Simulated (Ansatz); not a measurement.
# Pt: a sweep of LAPW's plane-wave cutoff

Aim: hold Pt and all else fixed and vary LAPW's plane-wave cutoff, to see how far energy and properties move.

The COD entry's cell or inner coordinates are ideal or old and differ from later refinements, so a difference from it is no clean test against experiment.

Computed with Ansatz 0.2.0 (DFT, PBE, all-electron LAPW, scalar-relativistic, unless a step's input says otherwise).

### Step 1. The structure to begin with

It takes space group Fm-3m (No. 225, cubic). The conventional cell has a = 3.916 Å, b = 3.916 Å, c = 3.916 Å, α = 90.00°, β = 90.00°, γ = 90.00°. Around Pt (site symmetry m-3m) lie 12 Pt at 2.77 Å.

As a file:

```cif
data_structure
_symmetry_space_group_name_H-M 'Fm-3m'
_symmetry_Int_Tables_number 225
_cell_length_a 3.9158
_cell_length_b 3.9158
_cell_length_c 3.9158
_cell_angle_alpha 90.000
_cell_angle_beta 90.000
_cell_angle_gamma 90.000
_cell_volume 60.04
loop_
_atom_site_label
_atom_site_type_symbol
_atom_site_symmetry_multiplicity
_atom_site_Wyckoff_symbol
_atom_site_fract_x
_atom_site_fract_y
_atom_site_fract_z
_atom_site_occupancy
Pt1 Pt 4 a 0.00000 0.00000 0.00000 1
```

The file gives the conventional cell by its symmetry; the runs use the cell typed in the input.

The geometry is a database entry used as it stands. It may stem from high pressure or temperature, or be incomplete, so it serves as a test cell.

### Step 2. With plane-wave cutoff typed as 120 eV

input.yaml reads:

```yaml
crystal:
  lattice:
    - [0.0, 1.9579, 1.9579]
    - [1.9579, 0.0, 1.9579]
    - [1.9579, 1.9579, 0.0]
  atoms:
    - { symbol: Pt, position: [0.0, 0.0, 0.0] }
kpoints:
  mp_grid: { grid: [18, 18, 18] }
scf:
  occupations: { method: fermi_dirac, width: 0.03 }
hamiltonian:
  xc: pbe
  pseudopotentials: { kind: all_electron, lapw: { basis_error: 0.00025 } }
output:
  forces: true
  stress: true
  eigenvalues: true
basis:
  ecutwfc: 120
```

On the command line:

```
$ ansatz run input.yaml --threads 1 --pin off --max-ram 2048MiB --backend cpu --events-out ev --progress --plain --runs-dir out
```

The program printed (excerpt; [...] marks lines left out):

```text
LAPW: plane waves up to 5.612 Å⁻¹, error target 2.5e-4 eV per atom; small_component_spin mean_spin; the cutoff is typed (target and bands ask for 312.3 eV, largest radius times wave number 7.8, largest estimated error of a free atom 2.2e-1 eV); Pt in spheres of 1.384 Å, 42 of its [...]
Pseudopotentials: kind: all_electron
Pseudopotential: Pt, LAPW, valence charge 42, Koelling and Harmon's equation, gaussian nucleus
Functional definition: PBE
[...]
Crystal: 1 atoms, lattice volume = 15.011 Å³
Basis set: ecut = 120.00000000000003 eV, 59 PW (Γ), exchange–correlation at level 2
Bands: 26, of which v1, the nominal top of the filled ones, is band 21 counted from 1 (20 counted from 0)
Symmetry: 48 space group operations
Space group: Fm-3m (ITA 225), of the structure as read, at distance tolerance 2.5e-5 Å
k-points: 195 of 5832
[...]
SCF iter   1: F=—  HF=-500957.546995 eV  |F-HF|=—  |Δ(HF+E_count)|=         —  Δρ=2.96e-2  dr2=7.54e-2  ethr=1.80e-4  ⟨swp⟩=2.5  Hψ=31089  notcnv=0
[...]
the basis was enlarged: its passes take 1.3 MiB over the memory plan, 1 of 1 planned eigensolver slots
[...]
SCF iter   8: F=-500957.210684 eV  HF=-500957.210684 eV  |F-HF|=5.17e-8  |Δ(HF+E_count)|=   8.67e-9  Δρ=2.40e-5  dr2=7.09e-8  ethr=2.96e-9  ⟨swp⟩=2.0  Hψ=14685  notcnv=0
[...]
the basis misses lapw.basis_error, or isn't shown to meet it; the report's basis errors tell why
SCF converged after 8 iterations
Free energy (F): -500957.210684 eV
[...]
E sigma→0 (E₀):  -500957.207488 eV
Entropy (-TS):   -0.006391 eV (-6.391 meV/atom)
Fermi energy:    29.069691 eV
[...]
--- Forces (eV/Å), atoms counted from 1 ---
  atom   1  Pt    -0.00000000    -0.00000000    -0.00000000
[...]
--- Stress (GPa, compression-positive) ---
       12.447517       0.000000       0.000000
        0.000000      12.447517       0.000000
        0.000000       0.000000      12.447517
  P = ⅓ Tr σ = 12.4475 GPa (124.475 kbar)
--- Band table (eV; the first three rows and the last of 195) ---
  k-point 0: bands = ["-274.2349", "-274.2349", "-274.2349", "-274.1983", "-274.1983", "-69.4783", "-37.9894", "-37.9594", "-37.9594", "-37.9594", "-37.9419", "-37.9419", "-37.9419", "-23.4662", "-23.4662", "-23.4662", "18.7728", "25.2242", "25.2242", "25.2242", "27.4044", "27.4044", [...]
[...]
```

It took 11 s on 1 thread of Intel Xeon 6975P-C (Granite Rapids), shared host; peak memory 0.44 GiB.

Result: pressure 12.45 GPa; no gap.

### Step 3. With plane-wave cutoff typed as 260 eV

input.yaml, as its differences from that of step 2:

```diff
@@ -19,2 +19,2 @@
 basis:
-  ecutwfc: 120
+  ecutwfc: 260
```

On the command line:

```
$ ansatz run input.yaml --threads 1 --pin off --max-ram 2048MiB --backend cpu --events-out ev --progress --plain --runs-dir out
```

The program printed (excerpt; [...] marks lines left out):

```text
LAPW: plane waves up to 8.261 Å⁻¹, error target 2.5e-4 eV per atom; small_component_spin mean_spin; the cutoff is typed (target and bands ask for 312.3 eV, largest radius times wave number 11.4, largest estimated error of a free atom 7.4e-4 eV); Pt in spheres of 1.384 Å, 42 of its [...]
[... 3 set-up lines as earlier in the session ...]
[...]
Crystal: 1 atoms, lattice volume = 15.011 Å³
Basis set: ecut = 260 eV, 137 PW (Γ), exchange–correlation at level 2
Bands: 26, of which v1, the nominal top of the filled ones, is band 21 counted from 1 (20 counted from 0)
[... 2 set-up lines as earlier in the session ...]
k-points: 195 of 5832
[...]
SCF iter   1: F=—  HF=-500957.634128 eV  |F-HF|=—  |Δ(HF+E_count)|=         —  Δρ=3.06e-2  dr2=7.20e-2  ethr=1.71e-4  ⟨swp⟩=3.0  Hψ=32133  notcnv=0
[...]
the basis was enlarged: its passes take 1.3 MiB over the memory plan, 1 of 1 planned eigensolver slots
[...]
SCF iter   8: F=-500957.301247 eV  HF=-500957.301247 eV  |F-HF|=3.38e-9  |Δ(HF+E_count)|=   3.86e-8  Δρ=1.46e-5  dr2=2.66e-8  ethr=1.40e-9  ⟨swp⟩=2.0  Hψ=14685  notcnv=0
[...]
the basis misses lapw.basis_error, or isn't shown to meet it; the report's basis errors tell why
SCF converged after 8 iterations
Free energy (F): -500957.301247 eV
[...]
E sigma→0 (E₀):  -500957.298062 eV
Entropy (-TS):   -0.006369 eV (-6.369 meV/atom)
Fermi energy:    29.062745 eV
[...]
--- Forces (eV/Å), atoms counted from 1 ---
  atom   1  Pt     0.00000000     0.00000000     0.00000000
[...]
--- Stress (GPa, compression-positive) ---
       11.377562      -0.000000       0.000000
       -0.000000      11.377562      -0.000000
        0.000000      -0.000000      11.377562
  P = ⅓ Tr σ = 11.3776 GPa (113.776 kbar)
--- Band table (eV; the first three rows and the last of 195) ---
[... band rows left out ...]
[...]
```

Wall time 14 s (1 thread of Intel Xeon 6975P-C (Granite Rapids), shared host); peak memory 0.5 GiB.

This run gives: pressure 11.38 GPa; no gap.

### Step 4. With plane-wave cutoff typed as 320 eV

input.yaml, as its differences from that of step 3:

```diff
@@ -19,2 +19,2 @@
 basis:
-  ecutwfc: 260
+  ecutwfc: 320
```

On the command line:

```
$ ansatz run input.yaml --threads 1 --pin off --max-ram 2048MiB --backend cpu --events-out ev --progress --plain --runs-dir out
```

The program printed (excerpt; [...] marks lines left out):

```text
LAPW: plane waves up to 9.165 Å⁻¹, error target 2.5e-4 eV per atom; small_component_spin mean_spin; the cutoff is typed (target and bands ask for 312.3 eV, largest radius times wave number 12.7, largest estimated error of a free atom 9.7e-5 eV); Pt in spheres of 1.384 Å, 42 of its [...]
[... 3 set-up lines as earlier in the session ...]
[...]
Crystal: 1 atoms, lattice volume = 15.011 Å³
Basis set: ecut = 319.99999999999994 eV, 181 PW (Γ), exchange–correlation at level 2
Bands: 26, of which v1, the nominal top of the filled ones, is band 21 counted from 1 (20 counted from 0)
[... 2 set-up lines as earlier in the session ...]
k-points: 195 of 5832
[...]
SCF iter   1: F=—  HF=-500957.634323 eV  |F-HF|=—  |Δ(HF+E_count)|=         —  Δρ=3.08e-2  dr2=7.20e-2  ethr=1.71e-4  ⟨swp⟩=3.0  Hψ=32222  notcnv=0
[...]
the basis was enlarged: its passes take 1.3 MiB over the memory plan, 1 of 1 planned eigensolver slots
[...]
SCF iter   8: F=-500957.301461 eV  HF=-500957.301461 eV  |F-HF|=3.78e-9  |Δ(HF+E_count)|=   3.89e-8  Δρ=1.46e-5  dr2=2.65e-8  ethr=1.40e-9  ⟨swp⟩=2.0  Hψ=14685  notcnv=0
[...]
SCF converged after 8 iterations
Free energy (F): -500957.301461 eV
[...]
E sigma→0 (E₀):  -500957.298276 eV
Entropy (-TS):   -0.006369 eV (-6.369 meV/atom)
Fermi energy:    29.062737 eV
[...]
--- Forces (eV/Å), atoms counted from 1 ---
  atom   1  Pt     0.00000000    -0.00000000     0.00000000
[...]
--- Stress (GPa, compression-positive) ---
       11.375085       0.000000      -0.000000
        0.000000      11.375085      -0.000000
       -0.000000      -0.000000      11.375085
  P = ⅓ Tr σ = 11.3751 GPa (113.751 kbar)
--- Band table (eV; the first three rows and the last of 195) ---
[... band rows left out ...]
[...]
```

Run time: 15 s. Hardware: 1 thread of Intel Xeon 6975P-C (Granite Rapids), shared host; peak memory 0.54 GiB.

This run gives: pressure 11.38 GPa; no gap.

### Step 5. With plane-wave cutoff typed as 400 eV

input.yaml, as its differences from that of step 4:

```diff
@@ -19,2 +19,2 @@
 basis:
-  ecutwfc: 320
+  ecutwfc: 400
```

On the command line:

```
$ ansatz run input.yaml --threads 1 --pin off --max-ram 2048MiB --backend cpu --events-out ev --progress --plain --runs-dir out
```

The program printed (excerpt; [...] marks lines left out):

```text
LAPW: plane waves up to 10.246 Å⁻¹, error target 2.5e-4 eV per atom; small_component_spin mean_spin; the cutoff is typed (target and bands ask for 312.3 eV, largest radius times wave number 14.2, largest estimated error of a free atom 8.4e-6 eV); Pt in spheres of 1.384 Å, 42 of its [...]
[... 3 set-up lines as earlier in the session ...]
[...]
Crystal: 1 atoms, lattice volume = 15.011 Å³
Basis set: ecut = 399.9999999999999 eV, 283 PW (Γ), exchange–correlation at level 2
Bands: 26, of which v1, the nominal top of the filled ones, is band 21 counted from 1 (20 counted from 0)
[... 2 set-up lines as earlier in the session ...]
k-points: 195 of 5832
[...]
SCF iter   1: F=—  HF=-500957.634339 eV  |F-HF|=—  |Δ(HF+E_count)|=         —  Δρ=3.12e-2  dr2=7.21e-2  ethr=1.71e-4  ⟨swp⟩=3.0  Hψ=32240  notcnv=0
[...]
the basis was enlarged: its passes take 1.3 MiB over the memory plan, 1 of 1 planned eigensolver slots
[...]
SCF iter   8: F=-500957.301491 eV  HF=-500957.301491 eV  |F-HF|=4.19e-9  |Δ(HF+E_count)|=   3.91e-8  Δρ=1.46e-5  dr2=2.65e-8  ethr=1.40e-9  ⟨swp⟩=2.0  Hψ=14685  notcnv=0
[...]
SCF converged after 8 iterations
Free energy (F): -500957.301491 eV
[...]
E sigma→0 (E₀):  -500957.298306 eV
Entropy (-TS):   -0.006369 eV (-6.369 meV/atom)
Fermi energy:    29.062736 eV
[...]
--- Forces (eV/Å), atoms counted from 1 ---
  atom   1  Pt    -0.00000000     0.00000000     0.00000000
[...]
--- Stress (GPa, compression-positive) ---
       11.374713       0.000000       0.000000
        0.000000      11.374713       0.000000
        0.000000       0.000000      11.374713
  P = ⅓ Tr σ = 11.3747 GPa (113.747 kbar)
--- Band table (eV; the first three rows and the last of 195) ---
[... band rows left out ...]
[...]
```

Run time: 17 s. Hardware: 1 thread of Intel Xeon 6975P-C (Granite Rapids), shared host; peak memory 0.57 GiB.

In short: pressure 11.37 GPa; no gap.

### Step 6. All runs together

| cutoff (eV) | energy from the last row (meV/atom) | pressure (GPa) | SCF cycles, by the record's count | time |
| --- | --- | --- | --- | --- |
| 120 | 90.82 | 12.45 | 8 | 11 s |
| 260 | 0.24 | 11.38 | 8 | 14 s |
| 320 | 0.03 | 11.38 | 8 | 15 s |
| 400 | 0.00 | 11.37 | 8 | 17 s |

Energies are those extrapolated to zero smearing.

### Step 7. What came out

| quantity | value |
| --- | --- |
| energy error of the loosest run (LAPW) | 90.8 meV/atom |
| within 1 meV/atom from | cutoff 260 eV |
| pressure, lowest to highest (LAPW) | 11.37 to 12.45 GPa |

At the loosest setting in the table the energy misses the tightest run by 90.8 meV/atom; from cutoff 260 eV on, all lie within 1 meV/atom of it. The energy falls at every step, as a growing basis should make it. The pressure spans 1.07 GPa (LAPW). The tightest run took 17 s against 11 s for the loosest. Spin-orbit coupling is left out, though the cell holds Pt; in elements this heavy it can shift bands and gaps by tenths of an eV.
